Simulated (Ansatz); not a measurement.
# AlN with an Al vacancy: a run for the field gradients

```yaml
crystal:
  lattice:
    - [0.0, 5.907, 5.907]
    - [5.907, 0.0, 5.907]
    - [5.907, 5.907, 0.0]
  atoms:
    - { symbol: Al, position: [0.0, 0.0, 0.3333333333] }
    - { symbol: Al, position: [0.0, 0.0, 0.6666666667] }
    - { symbol: Al, position: [0.0, 0.3333333333, 0.0] }
    - { symbol: Al, position: [0.0, 0.3333333333, 0.3333333333] }
    - { symbol: Al, position: [0.0, 0.3333333333, 0.6666666667] }
    - { symbol: Al, position: [0.0, 0.6666666667, 0.0] }
    - { symbol: Al, position: [0.0, 0.6666666667, 0.3333333333] }
    - { symbol: Al, position: [0.0, 0.6666666667, 0.6666666667] }
    - { symbol: Al, position: [0.3333333333, 0.0, 0.0] }
    - { symbol: Al, position: [0.3333333333, 0.0, 0.3333333333] }
    - { symbol: Al, position: [0.3333333333, 0.0, 0.6666666667] }
    - { symbol: Al, position: [0.3333333333, 0.3333333333, 0.0] }
    - { symbol: Al, position: [0.3333333333, 0.3333333333, 0.3333333333] }
    - { symbol: Al, position: [0.3333333333, 0.3333333333, 0.6666666667] }
    - { symbol: Al, position: [0.3333333333, 0.6666666667, 0.0] }
    - { symbol: Al, position: [0.3333333333, 0.6666666667, 0.3333333333] }
    - { symbol: Al, position: [0.3333333333, 0.6666666667, 0.6666666667] }
    - { symbol: Al, position: [0.6666666667, 0.0, 0.0] }
    - { symbol: Al, position: [0.6666666667, 0.0, 0.3333333333] }
    - { symbol: Al, position: [0.6666666667, 0.0, 0.6666666667] }
    - { symbol: Al, position: [0.6666666667, 0.3333333333, 0.0] }
    - { symbol: Al, position: [0.6666666667, 0.3333333333, 0.3333333333] }
    - { symbol: Al, position: [0.6666666667, 0.3333333333, 0.6666666667] }
    - { symbol: Al, position: [0.6666666667, 0.6666666667, 0.0] }
    - { symbol: Al, position: [0.6666666667, 0.6666666667, 0.3333333333] }
    - { symbol: Al, position: [0.6666666667, 0.6666666667, 0.6666666667] }
    - { symbol: "N", position: [0.1666666667, 0.1666666667, 0.1666666667] }
    - { symbol: "N", position: [0.1666666667, 0.1666666667, 0.5] }
    - { symbol: "N", position: [0.1666666667, 0.1666666667, 0.8333333333] }
    - { symbol: "N", position: [0.1666666667, 0.5, 0.1666666667] }
    - { symbol: "N", position: [0.1666666667, 0.5, 0.5] }
    - { symbol: "N", position: [0.1666666667, 0.5, 0.8333333333] }
    - { symbol: "N", position: [0.1666666667, 0.8333333333, 0.1666666667] }
    - { symbol: "N", position: [0.1666666667, 0.8333333333, 0.5] }
    - { symbol: "N", position: [0.1666666667, 0.8333333333, 0.8333333333] }
    - { symbol: "N", position: [0.5, 0.1666666667, 0.1666666667] }
    - { symbol: "N", position: [0.5, 0.1666666667, 0.5] }
    - { symbol: "N", position: [0.5, 0.1666666667, 0.8333333333] }
    - { symbol: "N", position: [0.5, 0.5, 0.1666666667] }
    - { symbol: "N", position: [0.5, 0.5, 0.5] }
    - { symbol: "N", position: [0.5, 0.5, 0.8333333333] }
    - { symbol: "N", position: [0.5, 0.8333333333, 0.1666666667] }
    - { symbol: "N", position: [0.5, 0.8333333333, 0.5] }
    - { symbol: "N", position: [0.5, 0.8333333333, 0.8333333333] }
    - { symbol: "N", position: [0.8333333333, 0.1666666667, 0.1666666667] }
    - { symbol: "N", position: [0.8333333333, 0.1666666667, 0.5] }
    - { symbol: "N", position: [0.8333333333, 0.1666666667, 0.8333333333] }
    - { symbol: "N", position: [0.8333333333, 0.5, 0.1666666667] }
    - { symbol: "N", position: [0.8333333333, 0.5, 0.5] }
    - { symbol: "N", position: [0.8333333333, 0.5, 0.8333333333] }
    - { symbol: "N", position: [0.8333333333, 0.8333333333, 0.1666666667] }
    - { symbol: "N", position: [0.8333333333, 0.8333333333, 0.5] }
    - { symbol: "N", position: [0.8333333333, 0.8333333333, 0.8333333333] }
total_charge: -3
kpoints:
  mp_grid: { grid: [3, 3, 3] }
scf:
  occupations: { method: fermi_dirac, width: 0.01 }
  max_iter: 50
hamiltonian:
  xc: pbe
  pseudopotentials: { kind: paw }
  hubbard: { sites: [{ species: "N", l: f, u_eff: 30.0 }] }
output:
  forces: true
  stress: true
  populations: true
  efg:
    quadrupole_moments_barn: { Al: 0.1466, "N": 0.02044 }
    contact_densities: true
```

```sh
ansatz run input.yaml --threads 1 --pin off --max-ram 3072MiB --backend cpu --events-out ev --progress --plain --runs-dir out
```

Question: What happens when this input is run?

Answer: The input was rejected before any iteration. The input holds a U on a shell that isn't there. The program says:

```
Error: inconsistent input (hamiltonian.hubbard.sites[].l, hamiltonian.hubbard.sites[].shell): the file of N doesn't list 4f, and it can't be added: PBE doesn't bind the shell 4f of the free atom, whose level lies at +1.14 eV. Type an atom or ion with it (hamiltonian.pseudopotentials.projection_atoms), take another file or name another shell
```

Against a sound input the change was `hamiltonian.hubbard`: not typed → {sites: [{species: N, l: f, u_eff: 30.0}]}; `scf.max_iter`: not typed → 50.

With the sound settings the run converges and gives V_zz (10²¹ V/m²) Al1 0.94 (η 0.03), Al4 -0.037 (η 0.00), Al14 -1.71 (η 0.00), N27 -0.71 (η 0.00), N29 -2.19 (η 0.00), N31 -1.08 (η 0.06), and under 0.004 at the other sites; a site carries the number of its first atom in the input. The defect repeats with the cell of 53 atoms, so it feels its images: sites between two images don't show the values beside a lone defect, and zeros or small values of η there can come from the images' arrangement. A uniform background compensates the cell's charge. The cell keeps the host's lattice, where the PBE pressure is 19 GPa (in a charged cell this depends on the convention for the mean potential). The neighbours have not yet relaxed around the defect (largest force 3.0 eV/Å), so a real crystal will differ.
